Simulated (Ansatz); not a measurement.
Ansatz input file:

```yaml
crystal:
  lattice:
    - [4.4721878643, -4.4647089847, 0.0]
    - [4.4721878643, 4.4647089847, 0.0]
    - [0.0, 0.0, 11.6456492809]
  atoms:
    - { symbol: K, position: [0.5, 0.0, 0.3087858463] }
    - { symbol: K, position: [0.0, 0.5, 0.6912141537] }
    - { symbol: K, position: [0.0, 0.5, 0.3087858463] }
    - { symbol: K, position: [0.5, 0.0, 0.6912141537] }
    - { symbol: K, position: [0.0, 0.0, 0.0] }
basis:
  ecutwfc: 420
kpoints:
  mp_grid: { grid: [6, 6, 4] }
hamiltonian:
  xc: pbe
scf:
  occupations: { method: gaussian, width: 0.1 }
output:
  forces: true
  stress: true
  eigenvalues: true
relax:
  adjacent_minimum: "off"
  f_tol: 0.01
  max_steps: 30
  cell: { stress_tol: 0.1, fix: [volume] }
```

Command:
```bash
ansatz run input.yaml --threads 1 --pin off --max-ram 2560MiB --backend cpu --events-out ev --progress --plain --runs-dir out
```

Level of theory: DFT PBE, scalar-relativistic, plane waves, PAW in Ansatz 0.2.0.

From the run's log, abridged (final results; tables in files aren't shown):

```
SCF 2 converged in 4 iterations: F = -7688.339988 eV  dr2 = 1.23e-10
SCF converged after 4 iterations
Free energy (F): -7688.339988 eV
Harris-Foulkes:  -7688.339988 eV  (|F-HF|=4.37e-11)
Internal energy: -7688.311521 eV  (E = F + TS)
E sigma→0 (E₀):  -7688.325755 eV
Entropy (-TS):   -0.028467 eV (-5.693 meV/atom)
Fermi energy:    0.967699 eV
--- Per-component energies (eV) ---
  E_band       = -760.284807
  E_kinetic    = 1259.354837
  E_local      = -4154.659944  (includes V_loc(G=0)·N_el)
  E_nonlocal   = 64.664451
  E_hartree    = 1514.192493
  E_xc         = -667.598921
  E_vxc        = -813.625962  (∫ρ·V_xc dr)
  E_paw        = -3909.174432  (= ΣΔE_a)
  E_vpaw       = -144.403395  (= ΣTr[D̂ρ^β])
  E_aug_tail   = -0.000017  (compensation charges beyond the density's cutoff)
  E_ewald      = -1795.089990
  E_smearing   = -0.028467  (= −TS)
--- Forces (eV/Å), atoms counted from 1 ---
  atom   1  K      0.00000000     0.00000000    -0.00268503
  atom   2  K      0.00000000     0.00000000     0.00268503
  atom   3  K      0.00000000     0.00000000    -0.00268503
  atom   4  K      0.00000000     0.00000000     0.00268503
  atom   5  K      0.00000000     0.00000000     0.00000000
--- Stress (GPa, compression-positive) ---
       -0.213444       0.000000       0.000000
        0.000000      -0.206159       0.000000
        0.000000       0.000000      -0.200177
  P = ⅓ Tr σ = -0.2066 GPa (-2.066 kbar)
--- Band table (eV; the first three rows and the last of 39) ---
  k-point 0: bands = ["-31.4283", "-31.4269", "-31.4232", "-31.4220", "-31.4213", "-14.9306", "-14.9299", "-14.9284", "-14.9259", "-14.9251", "-14.9159", "-14.9074", "-14.9031", "-14.9031", "-14.8878", "-14.8759", "-14.8757", "-14.8743", "-14.8742", "-14.8740", "-0.9387", "0.0843", "0.4792", "2.1611", "2.7208", "2.7678", "2.9386", "2.9412"]
  k-point 1: bands = ["-31.4283", "-31.4270", "-31.4232", "-31.4220", "-31.4213", "-14.9307", "-14.9301", "-14.9293", "-14.9265", "-14.9257", "-14.9159", "-14.9030", "-14.9029", "-14.9029", "-14.8879", "-14.8764", "-14.8764", "-14.8761", "-14.8738", "-14.8735", "-0.8657", "-0.2548", "0.9348", "2.1742", "2.4304", "2.6748", "2.8015", "2.9586"]
  k-point 2: bands = ["-31.4282", "-31.4271", "-31.4232", "-31.4220", "-31.4213", "-14.9326", "-14.9292", "-14.9284", "-14.9275", "-14.9268", "-14.9159", "-14.9028", "-14.9028", "-14.8984", "-14.8879", "-14.8790", "-14.8767", "-14.8765", "-14.8734", "-14.8732", "-0.7108", "-0.5433", "1.5937", "1.6492", "2.3189", "2.5536", "2.9432", "2.9917"]
  k-point 38: bands = ["-31.4257", "-31.4257", "-31.4244", "-31.4244", "-31.4214", "-14.9404", "-14.9368", "-14.9342", "-14.9261", "-14.9219", "-14.9218", "-14.9109", "-14.9109", "-14.8867", "-14.8867", "-14.8785", "-14.8780", "-14.8756", "-14.8667", "-14.8643", "1.0888", "1.1382", "1.1462", "1.2519", "1.3485", "1.4105", "1.4176", "1.6324"]
--- Relaxed structure (1 steps of the walk, 1 accepted, 1 SCFs on fresh bases) ---
  F+E_penalty+E_count = -7688.33998847 eV   max|allowed force component| = 2.685e-3 eV/Å   (the final SCF, on the basis selected at the relaxed cell)
  cell:  # Å, volume = 465.0578 Å³
    - [4.4721878643, -4.4647089847, 0.0]
    - [4.4721878643, 4.4647089847, 0.0]
    - [0.0, 0.0, 11.6456492809]
  atoms:
    - { symbol: K, position: [0.5, 0.0, 0.3087858463] }
    - { symbol: K, position: [0.0, 0.5, 0.6912141537] }
    - { symbol: K, position: [0.0, 0.5, 0.3087858463] }
    - { symbol: K, position: [0.5, 0.0, 0.6912141537] }
    - { symbol: K, position: [0.0, 0.0, 0.0] }
```

The relaxation met its thresholds.

The run took 63 s on 1 thread of Arm Neoverse V1, with other jobs on the host, peak memory 0.73 GiB.